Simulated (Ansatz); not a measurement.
**In: which structure wins, scalar-relativistic, part 1 of 2**

Aim: relax In in several structures (bcc, hcp, sc, diamond) and rank them by energy, scalar-relativistic. The runs shown use PAW and LAPW.

Computed with Ansatz 0.2.0 (DFT PBE, with the methods named in each step, unless a step's input says otherwise).

### 1 The system as given

The structure is cubic, space group Im-3m (No. 229). Conventional cell: a = 3.804 Å, b = 3.804 Å, c = 3.804 Å, α = 90.00°, β = 90.00°, γ = 90.00°. Around In (site symmetry m-3m) lie 8 In at 3.29 Å.

Structure file:

```
In
1.0
    -1.90182    1.90182    1.90182
     1.90182   -1.90182    1.90182
     1.90182    1.90182   -1.90182
In
1
Direct
  0.00000 0.00000 0.00000
```

### 2 Bcc relaxed, PAW

Input file input.yaml:

```yaml
crystal:
  lattice:
    - [-1.9018218905, 1.9018218905, 1.9018218905]
    - [1.9018218905, -1.9018218905, 1.9018218905]
    - [1.9018218905, 1.9018218905, -1.9018218905]
  atoms:
    - { symbol: In, position: [0.0, 0.0, 0.0] }
kpoints:
  mp_grid: { grid: [15, 15, 15] }
scf:
  occupations: { method: fermi_dirac, width: 0.05 }
hamiltonian:
  xc: pbe
  pseudopotentials: { kind: paw }
output:
  forces: true
  stress: true
relax:
  f_tol: 0.005
  max_steps: 40
  cell: {}
```

Run with:

```console
$ ansatz run input.yaml --threads 1 --pin off --max-ram 3072MiB --backend cpu --events-out ev --progress --plain --runs-dir out
```

What it wrote:

```text
Engine: ansatz 0.2.0
Pseudopotentials: kind: paw
Pseudopotential: In, paw, valence charge 13, recommended cutoff 420 eV (normal)
Functional definition: PBE
  parameter kappa = 0.804
  parameter beta = 0.06672455060314922
  exchange = pbe_x(kappa = kappa, mu = beta*pi^2/3)
  correlation = pbe_c(beta = beta)
Crystal: 1 atoms, lattice volume = 27.515 Å³
Basis set: ecut = 420 eV, 555 PW (Γ), exchange–correlation on 48×48×48 points (8 copies of the dense FFT grid, shifted against one another)
Bands: 11, of which v1, the nominal top of the filled ones, is band 7 counted from 1 (6 counted from 0)
Symmetry: 48 space group operations
Space group: Im-3m (ITA 229), of the structure as read, at distance tolerance 3.0e-5 Å
k-points: 120 of 3375
Non-local potential: In, projectors of the file, l = 0: 2, l = 1: 2, l = 2: 2, l = 3: 2
PAW form: soft (Blöchl's): semilocal exchange-correlation on the pseudo side does not see the compensation charge
PAW one-centre angular grid: In, 590 points (default); XC on 64 Gauss nodes
Initial density: superposition of atomic densities (neutral atoms: chi_scale 0, normalization atom), corrected by the library's trained network
Initial wavefunctions: pseudopotential atomic-orbital guess
Functional: x = pbe(κ = 0.804, μ = 0.2195149727645171), c = pbe(β = 0.06672455060314922)
SCF iter   1: F=—  HF=-5597.835430 eV  |F-HF|=—  |Δ(HF+E_count)|=         —  Δρ=7.69e-4  dr2=9.39e-5  ethr=1.77e-3  ⟨swp⟩=5.8  Hψ=7925  notcnv=0
preconditioner: auto → Kerker (q_TF=auto, 2.408 Å⁻¹)  [metal: Δε(μ)=0.018 eV  Ē_g=19.566 eV  σ=0.050 eV  W_gap=0.09  n_scr=12 (ndim 8)  ℏωp=25.5 eV  f_vac=0.000  D(μ)=0.58/eV (n_scr^D=0)]
SCF iter   2: F=—  HF=-5597.834985 eV  |F-HF|=—  |Δ(HF+E_count)|=   4.45e-4  Δρ=4.09e-4  dr2=4.21e-5  ethr=7.22e-7  ⟨swp⟩=2.1  Hψ=2942  notcnv=0
SCF iter   3: F=—  HF=-5597.835004 eV  |F-HF|=—  |Δ(HF+E_count)|=   1.89e-5  Δρ=3.20e-4  dr2=1.36e-5  ethr=3.24e-7  ⟨swp⟩=2.0  Hψ=2059  notcnv=0  defer=3
SCF iter   4: F=—  HF=-5597.834997 eV  |F-HF|=—  |Δ(HF+E_count)|=   7.05e-6  Δρ=1.47e-4  dr2=2.92e-6  ethr=1.04e-7  ⟨swp⟩=2.0  Hψ=1917  notcnv=0  defer=3
SCF iter   5: F=—  HF=-5597.834997 eV  |F-HF|=—  |Δ(HF+E_count)|=   3.49e-7  Δρ=1.35e-4  dr2=2.88e-6  ethr=2.24e-8  ⟨swp⟩=2.0  Hψ=2059  notcnv=0
SCF iter   6: F=—  HF=-5597.834995 eV  |F-HF|=—  |Δ(HF+E_count)|=   1.27e-6  Δρ=7.81e-5  dr2=9.31e-7  ethr=2.21e-8  ⟨swp⟩=2.0  Hψ=1882  notcnv=0  defer=1
SCF iter   7: F=—  HF=-5597.834995 eV  |F-HF|=—  |Δ(HF+E_count)|=   5.38e-7  Δρ=2.99e-5  dr2=1.29e-7  ethr=7.16e-9  ⟨swp⟩=2.3  Hψ=1996  notcnv=0  defer=1
SCF iter   8: F=-5597.834995 eV  HF=-5597.834995 eV  |F-HF|=1.20e-8  |Δ(HF+E_count)|=   8.23e-8  Δρ=8.13e-6  dr2=8.98e-9  ethr=7.69e-10  ⟨swp⟩=4.0  Hψ=3643  notcnv=0
SCF 1 converged in 8 iterations: F = -5597.834995 eV  dr2 = 8.98e-9
relax step   1: F+E_penalty+E_count = -5597.83499463 eV  Δ(F+E_penalty+E_count) = +0.000e0 eV  max|allowed force component| = 0.000e0 eV/Å  Δτ_max = 0.0000 Å  P = +0.295 GPa  Ω = 27.515 Å³  (8 SCF iters, dr2 threshold 1.00e-7 eV, accepted)
Crystal: 1 atoms, lattice volume = 27.692 Å³
Initial density: handed on by an earlier stage of this run
Initial wavefunctions: those handed on with the density
iter 1 solved again at ethr=2.25e-8 eV; its pass at ethr=3.10e-3 eV (dr2=2.92e-6 eV) is discarded
SCF iter   1: F=—  HF=-5597.835155 eV  |F-HF|=—  |Δ(HF+E_count)|=         —  Δρ=1.20e-4  dr2=5.07e-6  ethr=2.25e-8  ⟨swp⟩=3.0  Hψ=11457  notcnv=0
preconditioner: auto → Kerker (q_TF=auto, 2.405 Å⁻¹)  [metal: Δε(μ)=0.049 eV  Ē_g=19.542 eV  σ=0.050 eV  W_gap=0.23  n_scr=12 (ndim 8)  ℏωp=25.4 eV  f_vac=0.000  D(μ)=0.59/eV (n_scr^D=0)]
SCF iter   2: F=—  HF=-5597.835154 eV  |F-HF|=—  |Δ(HF+E_count)|=   1.02e-6  Δρ=8.18e-5  dr2=1.94e-6  ethr=2.25e-8  ⟨swp⟩=2.0  Hψ=2070  notcnv=0
SCF iter   3: F=—  HF=-5597.835153 eV  |F-HF|=—  |Δ(HF+E_count)|=   3.69e-7  Δρ=1.79e-5  dr2=1.16e-7  ethr=1.50e-8  ⟨swp⟩=1.8  Hψ=1786  notcnv=0
SCF iter   4: F=-5597.835153 eV  HF=-5597.835153 eV  |F-HF|=2.10e-9  |Δ(HF+E_count)|=   1.37e-8  Δρ=3.91e-6  dr2=3.09e-9  ethr=7.69e-10  ⟨swp⟩=4.0  Hψ=3551  notcnv=0
SCF 2 converged in 4 iterations: F = -5597.835153 eV  dr2 = 3.09e-9
relax step   2: F+E_penalty+E_count = -5597.83515343 eV  Δ(F+E_penalty+E_count) = -1.588e-4 eV  max|allowed force component| = 0.000e0 eV/Å  Δτ_max = 0.0000 Å  P = +0.077 GPa  Ω = 27.692 Å³  energy of the carried Pulay correction = -4.544e-5 eV  (4 SCF iters, dr2 threshold 1.00e-7 eV, accepted)
Crystal: 1 atoms, lattice volume = 27.754 Å³
iter 1 solved again at ethr=3.00e-9 eV; its pass at ethr=3.10e-3 eV (dr2=3.90e-7 eV) is discarded
SCF iter   1: F=—  HF=-5597.835153 eV  |F-HF|=—  |Δ(HF+E_count)|=         —  Δρ=4.23e-5  dr2=6.97e-7  ethr=3.00e-9  ⟨swp⟩=3.0  Hψ=11428  notcnv=0
preconditioner: auto → Kerker (q_TF=auto, 2.404 Å⁻¹)  [metal: Δε(μ)=0.058 eV  Ē_g=19.528 eV  σ=0.050 eV  W_gap=0.28  n_scr=12 (ndim 8)  ℏωp=25.4 eV  f_vac=0.000  D(μ)=0.59/eV (n_scr^D=0)]
SCF iter   2: F=—  HF=-5597.835153 eV  |F-HF|=—  |Δ(HF+E_count)|=   9.84e-8  Δρ=2.87e-5  dr2=2.64e-7  ethr=3.00e-9  ⟨swp⟩=2.0  Hψ=2095  notcnv=0
SCF iter   3: F=—  HF=-5597.835153 eV  |F-HF|=—  |Δ(HF+E_count)|=   4.75e-8  Δρ=7.20e-6  dr2=1.87e-8  ethr=2.03e-9  ⟨swp⟩=2.0  Hψ=1895  notcnv=0
SCF iter   4: F=-5597.835153 eV  HF=-5597.835153 eV  |F-HF|=2.42e-10  |Δ(HF+E_count)|=   1.97e-9  Δρ=1.34e-6  dr2=3.61e-10  ethr=1.13e-10  ⟨swp⟩=4.1  Hψ=3554  notcnv=0
SCF 3 converged in 4 iterations: F = -5597.835153 eV  dr2 = 3.61e-10
relax step   3: F+E_penalty+E_count = -5597.83515262 eV  Δ(F+E_penalty+E_count) = +8.069e-7 eV  max|allowed force component| = 0.000e0 eV/Å  Δτ_max = 0.0000 Å  P = +0.001 GPa  Ω = 27.754 Å³  energy of the carried Pulay correction = -6.139e-5 eV  (4 SCF iters, dr2 threshold 1.47e-8 eV, accepted)
Initial wavefunctions: pseudopotential atomic-orbital guess (no wavefunctions were taken with the density)
iter 1 solved again at ethr=5.56e-8 eV; its pass at ethr=3.10e-3 eV (dr2=7.23e-6 eV) is discarded
SCF iter   1: F=—  HF=-5597.835216 eV  |F-HF|=—  |Δ(HF+E_count)|=         —  Δρ=2.04e-5  dr2=1.64e-8  ethr=5.56e-8  ⟨swp⟩=3.4  Hψ=11960  notcnv=0
preconditioner: auto → Kerker (q_TF=auto, 2.404 Å⁻¹)  [metal: Δε(μ)=0.058 eV  Ē_g=19.527 eV  σ=0.050 eV  W_gap=0.28  n_scr=12 (ndim 8)  ℏωp=25.4 eV  f_vac=0.000  D(μ)=0.59/eV (n_scr^D=0)]
SCF iter   2: F=—  HF=-5597.835219 eV  |F-HF|=—  |Δ(HF+E_count)|=   2.48e-6  Δρ=1.00e-5  dr2=3.79e-9  ethr=1.26e-10  ⟨swp⟩=2.0  Hψ=2009  notcnv=0
SCF iter   3: F=—  HF=-5597.835219 eV  |F-HF|=—  |Δ(HF+E_count)|=   5.81e-8  Δρ=2.15e-6  dr2=4.79e-10  ethr=2.91e-11  ⟨swp⟩=3.0  Hψ=2112  notcnv=0
SCF iter   4: F=—  HF=-5597.835219 eV  |F-HF|=—  |Δ(HF+E_count)|=   1.71e-9  Δρ=2.31e-7  dr2=1.12e-11  ethr=3.68e-12  ⟨swp⟩=2.9  Hψ=2005  notcnv=0
SCF iter   5: F=-5597.835219 eV  HF=-5597.835219 eV  |F-HF|=0.00e0  |Δ(HF+E_count)|=  2.73e-11  Δρ=4.86e-8  dr2=5.14e-13  ethr=1.00e-12  ⟨swp⟩=5.0  Hψ=4326  notcnv=0
SCF 4 converged in 5 iterations: F = -5597.835219 eV  dr2 = 5.14e-13
relax step   4: F+E_penalty+E_count = -5597.83521893 eV  Δ(F+E_penalty+E_count) = -6.631e-5 eV  max|allowed force component| = 0.000e0 eV/Å  Δτ_max = 0.0000 Å  P = +0.001 GPa  Ω = 27.754 Å³  stress off target by 8.23e-4 GPa  SCF on the basis re-selected at this cell (its energy is not comparable with the rows above)  (5 SCF iters)
basis re-selected at this cell: Δ(F+E_penalty+E_count) = -6.631e-5 eV, ΔP = -0.000 GPa vs the last step (what re-selecting the basis moved, of the pressure what is left beyond the Pulay correction that the steps carried, after the strain that the cell walked since its last selection, with what the two solves' SCF thresholds leave and, on support functions, any second-order correction that the steps lacked; it is no measure of the basis error at this ecutwfc). This SCF's stress stands 8.23e-4 GPa from its target on what of the cell is left free (relax.cell.stress_tol is 5.00e-2 GPa) and its largest allowed force component is 0.00e0 eV/Å (relax.f_tol is 5.00e-3 eV/Å): within both
SCF converged after 5 iterations
Free energy (F): -5597.835219 eV
Harris-Foulkes:  -5597.835219 eV  (|F-HF|=0.00e0)
Internal energy: -5597.830496 eV  (E = F + TS)
E sigma→0 (E₀):  -5597.832857 eV
Entropy (-TS):   -0.004723 eV (-4.723 meV/atom)
Fermi energy:    9.462790 eV
--- Per-component energies (eV) ---
  E_band       = -33.112529
  E_kinetic    = 240.731135
  E_local      = -1110.481501  (includes V_loc(G=0)·N_el)
  E_nonlocal   = 365.989841
  E_hartree    = 434.431494
  E_xc         = -215.820511
  E_vxc        = -99.704454  (∫ρ·V_xc dr)
  E_paw        = -4151.859259  (= ΣΔE_a)
  E_vpaw       = -298.510559  (= ΣTr[D̂ρ^β])
  E_aug_tail   = 0.000026  (compensation charges beyond the density's cutoff)
  E_ewald      = -1160.821720
  E_smearing   = -0.004723  (= −TS)
  E_closure    = 0.000000  (closes the sum)
  Σ components = -5597.835219   (vs F -5597.835219, Δ=0.00e0)
--- Forces (eV/Å), atoms counted from 1 ---
  atom   1  In     0.00000000     0.00000000    -0.00000000
  max |Σ_I F_I| component: 4.52e-31 eV/Å
--- Stress (GPa, compression-positive) ---
        0.000823       0.000000      -0.000000
        0.000000       0.000823      -0.000000
        0.000000       0.000000       0.000823
  P = ⅓ Tr σ = 0.0008 GPa (0.008 kbar)
--- Relaxed structure (3 steps of the walk, 3 accepted, 1 SCFs on fresh bases) ---
  F+E_penalty+E_count = -5597.83521893 eV   max|allowed force component| = 0.000e0 eV/Å   (the final SCF, on the basis selected at the relaxed cell)
  cell:  # Å, volume = 27.7542 Å³
    - [-1.90731710270569, 1.90731710270569, 1.90731710270569]
    - [1.90731710270569, -1.90731710270569, 1.90731710270569]
    - [1.90731710270569, 1.90731710270569, -1.90731710270569]
  atoms:
    - { symbol: In, position: [0.0, 0.0, 0.0] }
```

Wall time 7.1 s (1 thread of Arm Neoverse V1, shared host); peak memory 0.32 GiB.

Relaxation path:

```
step  energy from step 1 (eV/cell)  largest force component (eV/Å)  pressure (GPa)  volume (Å³)
   1                        0.0000                          0.0000            0.30        27.52
   2                       -0.0002                          0.0000            0.08        27.69
   3                       -0.0002                          0.0000            0.00        27.75
   4                       -0.0002                          0.0000            0.00        27.75
```

Step 1 is the start. Step 4 repeats the geometry before on a plane-wave basis chosen anew for that cell, so the energy can jump there without any move; the table keeps such jumps.

| input's cell | before | after | change |
| --- | --- | --- | --- |
| a (Å) | 3.294 | 3.304 | +0.3 % |
| b (Å) | 3.294 | 3.304 | +0.3 % |
| c (Å) | 3.294 | 3.304 | +0.3 % |
| volume (Å³/atom) | 27.51 | 27.75 | +0.9 % |

### 3 Bcc relaxed, LAPW

Input file input.yaml:

```yaml
crystal:
  lattice:
    - [-1.9073171027, 1.9073171027, 1.9073171027]
    - [1.9073171027, -1.9073171027, 1.9073171027]
    - [1.9073171027, 1.9073171027, -1.9073171027]
  atoms:
    - { symbol: In, position: [0.0, 0.0, 0.0] }
kpoints:
  mp_grid: { grid: [15, 15, 15] }
scf:
  occupations: { method: fermi_dirac, width: 0.05 }
hamiltonian:
  xc: pbe
  pseudopotentials: { kind: all_electron, lapw: { basis_error: 0.0005 } }
output:
  forces: true
  stress: true
  eigenvalues: true
  populations: true
relax:
  f_tol: 0.005
  max_steps: 25
  cell: {}
```

Run with:

```console
$ ansatz run input.yaml --threads 1 --pin off --max-ram 3072MiB --backend cpu --events-out ev --progress --plain --runs-dir out
```

What it wrote, cut to the lines that bear on the results:

```text
[...]
In: projections on atomic orbitals take those of the free atom 1s2 2s2 2p6 3s2 3p6 3d10 4s2 4p6 4d10 5s2 5p1, of charge +0.00 (hamiltonian.pseudopotentials.projection_atoms)
LAPW: plane waves up to 7.254 Å⁻¹, error target 5.0e-4 eV per atom; small_component_spin mean_spin; In in spheres of 1.602 Å, 21 of its electrons in bands, Dirac shells []
[...]
Pseudopotentials: kind: all_electron
[...]
  F+E_penalty+E_count = -160045.96239308 eV   max|allowed force component| = 0.000e0 eV/Å   (the final SCF, on the basis selected at the relaxed cell)
  cell:  # Å, volume = 27.7542 Å³
    - [-1.9073171027, 1.9073171027, 1.9073171027]
    - [1.9073171027, -1.9073171027, 1.9073171027]
    - [1.9073171027, 1.9073171027, -1.9073171027]
  atoms:
    - { symbol: In, position: [0.0, 0.0, 0.0] }
--- Löwdin populations: 1 site ---
  site symbol       q [e]
     0     In     48.9870
  spilling = 0.000266 (of n_electrons = 49.000000)
```

Run time: 16 s. Hardware: 1 thread of Arm Neoverse V1, shared host; peak memory 0.32 GiB.

The steps of the relaxation:

```
step  energy from step 1 (eV/cell)  largest force component (eV/Å)  pressure (GPa)  volume (Å³)
   1                        0.0000                          0.0000            0.00        27.75
   2                        0.0000                          0.0000            0.00        27.75
```

Step 1 is the start. Step 2 repeats the geometry before on a plane-wave basis chosen anew for that cell, so the energy can jump there without any move; the table keeps such jumps.

| input's cell | before | after | change |
| --- | --- | --- | --- |
| a (Å) | 3.304 | 3.304 | -0.0 % |
| b (Å) | 3.304 | 3.304 | -0.0 % |
| c (Å) | 3.304 | 3.304 | -0.0 % |
| volume (Å³/atom) | 27.75 | 27.75 | -0.0 % |

This run gives: pressure 0.00 GPa; no gap.

### 4 Hcp relaxed, PAW

Input file input.yaml:

```yaml
crystal:
  lattice:
    - [3.3976968081, 0.0, 0.0]
    - [-1.698848404, 2.9424917501, 0.0]
    - [0.0, 0.0, 5.5042688291]
  atoms:
    - { symbol: In, position: [0.3333333333, 0.6666666667, 0.25] }
    - { symbol: In, position: [0.6666666667, 0.3333333333, 0.75] }
kpoints:
  mp_grid: { grid: [14, 14, 8] }
scf:
  occupations: { method: fermi_dirac, width: 0.05 }
hamiltonian:
  xc: pbe
  pseudopotentials: { kind: paw }
output:
  forces: true
  stress: true
  write_density: true
  write_potential: true
  elf: true
  volumetric_format: npy
relax:
  f_tol: 0.005
  max_steps: 40
  cell: {}
```

Run with:

```console
$ ansatz run input.yaml --threads 1 --pin off --max-ram 3072MiB --backend cpu --events-out ev --progress --plain --runs-dir out
```

What it wrote, cut to the lines that bear on the results:

```text
[...]
[... 3 set-up lines as earlier in the session ...]
[...]
Crystal: 2 atoms, lattice volume = 55.030 Å³
Basis set: ecut = 420 eV, 1099 PW (Γ), exchange–correlation on 48×48×80 points (8 copies of the dense FFT grid, shifted against one another)
Bands: 17, of which v1, the nominal top of the filled ones, is band 13 counted from 1 (12 counted from 0)
[...]
relax step   4: F+E_penalty+E_count = -11195.68418962 eV  Δ(F+E_penalty+E_count) = +1.035e-3 eV  max|allowed force component| = 4.857e-17 eV/Å  Δτ_max = 0.0000 Å  P = -0.300 GPa  Ω = 55.964 Å³  energy of the carried Pulay correction = -2.403e-4 eV  (5 SCF iters, dr2 threshold 2.00e-7 eV, [...]
SCF iter   6: F=—  HF=-11195.685996 eV  |F-HF|=—  |Δ(HF+E_count)|=   1.89e-9  Δρ=5.14e-7  dr2=1.18e-10  ethr=9.24e-12  ⟨swp⟩=3.0  Hψ=3636  notcnv=0
```

### 5 The output, continued: hcp relaxed, PAW files

The log, continued, cut to the lines that bear on the results:

```text
SCF iter   7: F=-11195.685996 eV  HF=-11195.685996 eV  |F-HF|=3.64e-12  |Δ(HF+E_count)|=  4.37e-11  Δρ=1.37e-7  dr2=1.17e-11  ethr=1.00e-12  ⟨swp⟩=5.5  Hψ=8889  notcnv=0
[...]
relax step   5: F+E_penalty+E_count = -11195.68599570 eV  Δ(F+E_penalty+E_count) = -7.707e-4 eV  max|allowed force component| = 2.891e-17 eV/Å  Δτ_max = 0.0000 Å  P = -0.115 GPa  Ω = 55.642 Å³  energy of the carried Pulay correction = -1.579e-4 eV  (7 SCF iters, accepted)
[...]
  F+E_penalty+E_count = -11195.68623420 eV   max|allowed force component| = 3.007e-17 eV/Å   (the final SCF, on the basis selected at the relaxed cell)
  cell:  # Å, volume = 55.4569 Å³
    - [3.3665953807023765, -2.8603371606509147e-11, 0.0]
    - [-1.683297690326417, 2.9155571239659035, 0.0]
    - [0.0, 0.0, 5.649933366269527]
  atoms:
    - { symbol: In, position: [0.3333333333333333, 0.6666666666666666, 0.25000000000000006] }
    - { symbol: In, position: [0.6666666666666665, 0.3333333333333333, 0.7500000000000001] }
```

Run time: 34 s. Hardware: 1 thread of Arm Neoverse V1, shared host; peak memory 0.39 GiB.

Relaxation path:

```
step  energy from step 1 (eV/cell)  largest force component (eV/Å)  pressure (GPa)  volume (Å³)
   1                        0.0000                          0.0000            0.28        55.03
   2                       -0.0007                          0.0000            0.05        55.40
   3                       -0.0020                          0.0000           -0.21        55.82
  4x                       -0.0010                          0.0000           -0.30        55.96
   5                       -0.0028                          0.0000           -0.11        55.64
   6                       -0.0029                          0.0000            0.00        55.46
   7                       -0.0030                          0.0000            0.00        55.46
```

Step 1 is the start. Step 7 repeats the geometry before on a plane-wave basis chosen anew for that cell, so the energy can jump there without any move; the table keeps such jumps. 1 step was tried and not accepted (marked x).

| input's cell | before | after | change |
| --- | --- | --- | --- |
| a (Å) | 3.398 | 3.367 | -0.9 % |
| b (Å) | 3.398 | 3.367 | -0.9 % |
| c (Å) | 5.504 | 5.650 | +2.6 % |
| volume (Å³/atom) | 27.52 | 27.73 | +0.8 % |

Result: pressure 0.00 GPa; no gap.

### 6 Hcp relaxed, LAPW

Input file input.yaml:

```yaml
crystal:
  lattice:
    - [3.3665953807, 0.0, 0.0]
    - [-1.6832976903, 2.915557124, 0.0]
    - [0.0, 0.0, 5.6499333663]
  atoms:
    - { symbol: In, position: [0.3333333333, 0.6666666667, 0.25] }
    - { symbol: In, position: [0.6666666667, 0.3333333333, 0.75] }
kpoints:
  mp_grid: { grid: [14, 14, 8] }
scf:
  occupations: { method: fermi_dirac, width: 0.05 }
hamiltonian:
  xc: pbe
  pseudopotentials: { kind: all_electron, lapw: { basis_error: 0.0005 } }
output:
  forces: true
  stress: true
  eigenvalues: true
  populations: true
relax:
  f_tol: 0.005
  max_steps: 25
  cell: {}
```

Run with:

```console
$ ansatz run input.yaml --threads 1 --pin off --max-ram 3072MiB --backend cpu --events-out ev --progress --plain --runs-dir out
```

What it wrote, cut to the lines that bear on the results:

```text
[...]
In: projections on atomic orbitals take those of the free atom 1s2 2s2 2p6 3s2 3p6 3d10 4s2 4p6 4d10 5s2 5p1, of charge +0.00 (hamiltonian.pseudopotentials.projection_atoms)
LAPW: plane waves up to 7.085 Å⁻¹, error target 5.0e-4 eV per atom; small_component_spin mean_spin; In in spheres of 1.633 Å, 21 of its electrons in bands, Dirac shells []
[...]
[... 1 set-up line as earlier in the session ...]
[...]
  cell:  # Å, volume = 55.4569 Å³
    - [3.366595380729131, -2.886744167618653e-11, 0.0]
    - [-1.6832976903395656, 2.9155571239892057, 0.0]
    - [0.0, 0.0, 5.6499333663]
  atoms:
    - { symbol: In, position: [0.3333333333333333, 0.6666666666666666, 0.25] }
    - { symbol: In, position: [0.6666666666666666, 0.33333333333333337, 0.75] }
--- Löwdin populations: 2 sites ---
  site symbol       q [e]
     0     In     48.9860
     1     In     48.9860
  spilling = 0.000285 (of n_electrons = 98.000000)
```

Wall time 43 s (1 thread of Arm Neoverse V1, shared host); peak memory 0.49 GiB.

Relaxation path:

```
step  energy from step 1 (eV/cell)  largest force component (eV/Å)  pressure (GPa)  volume (Å³)
   1                        0.0000                          0.0000            0.00        55.46
   2                        0.0000                          0.0000            0.00        55.46
```

Step 1 is the start. Step 2 repeats the geometry before on a plane-wave basis chosen anew for that cell, so the energy can jump there without any move; the table keeps such jumps.

| input's cell | before | after | change |
| --- | --- | --- | --- |
| a (Å) | 3.367 | 3.367 | +0.0 % |
| b (Å) | 3.367 | 3.367 | +0.0 % |
| c (Å) | 5.650 | 5.650 | +0.0 % |
| volume (Å³/atom) | 27.73 | 27.73 | +0.0 % |

In short: pressure 0.00 GPa; no gap.

(Continued in part 2 of 2.)
